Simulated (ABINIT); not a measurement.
Wanted: the native input for an ABINIT 10.8.3 (patched build) run.

| Quantity | Value |
| --- | --- |
| Task | equation of state |
| Functional | revPBE |
| Dispersion | D3(BJ) |
| Potentials or basis | JTH PAW PBE v2.0 |
| Cutoff | 626 eV |
| k mesh | 9 × 9 × 9 |
| Occupations | fermi-dirac, width 0.05 eV |
| Spin | no spin polarisation |
| Fine-grid cutoff | 1224.51 eV |
| Exchange and correlation inside the PAW spheres | full angular mesh (pawxcdev 0, this build's default; the released program takes 1) |

HfO2:

```xyz
3
Lattice="0.0000 2.5575 2.5575 2.5575 0.0000 2.5575 2.5575 2.5575 0.0000" Properties=species:S:1:pos:R:3 pbc="T T T"
Hf    0.0000    0.0000    0.0000
O     3.8363    3.8363    3.8363
O     1.2788    1.2788    1.2788
```

Measurements of this composition are mostly on another form, of space group No. 14.

These files were run (other wordings do the same):

run.abi

```
# Datasets: one volume each
ndtset 7
getwfk -1
scalecart1 3*0.9795861087
scalecart2 3*0.9864848297
scalecart3 3*0.9932883884
scalecart4 3*1.0000000000
scalecart5 3*1.0066227096
scalecart6 3*1.0131594038
scalecart7 3*1.0196128224

# Pseudopotentials
pp_dirpath "./"
pseudos "Hf.GGA_PBE-JTH.xml, O.GGA_PBE-JTH.xml"

# Structure
acell 3*1.0
rprim
     0.0000000000     4.8329745637     4.8329745637
     4.8329745637     0.0000000000     4.8329745637
     4.8329745637     4.8329745637     0.0000000000
ntypat 2
znucl 72 8
natom 3
typat 1 2 2
xred
     0.0000000000     0.0000000000     0.0000000000
     0.7500000000     0.7500000000     0.7500000000
     0.2500000000     0.2500000000     0.2500000000

# Plane-wave basis
ecut 23.0
pawecutdg 45.0

# k points
kptopt 1
ngkpt 9 9 9
nshiftk 1
shiftk 0.0 0.0 0.0

# Exchange and correlation
ixc 14
vdw_xc 7

# Bands and occupations
nband 16
occopt 3
tsmear 0.00183747

# SCF cycle
nstep 100
tolvrs 1.0e-9

# Output
iomode 3
prtwf 1
prtden 0
prteig 0
prtebands 0
enunit 2
```

Potentials or basis: JTH PAW PBE v2.0.

Launch:

```console
$ abinit run.abi > log 2>&1
```

It gave:

```yaml
Equilibrium_volume: 10.76 Å³/atom
Bulk_modulus: 258 GPa
Pressure_derivative_of_the_bulk_modulus: 4.5
```

Caveat: pressures at fixed basis lie under the slope of the energies; the PAW data sets were made with another functional, which shifts forces and pressure a little.

Run time: 2.1 min on 1 thread of Arm Neoverse V2, on a shared host, peak memory 0.17 GiB.
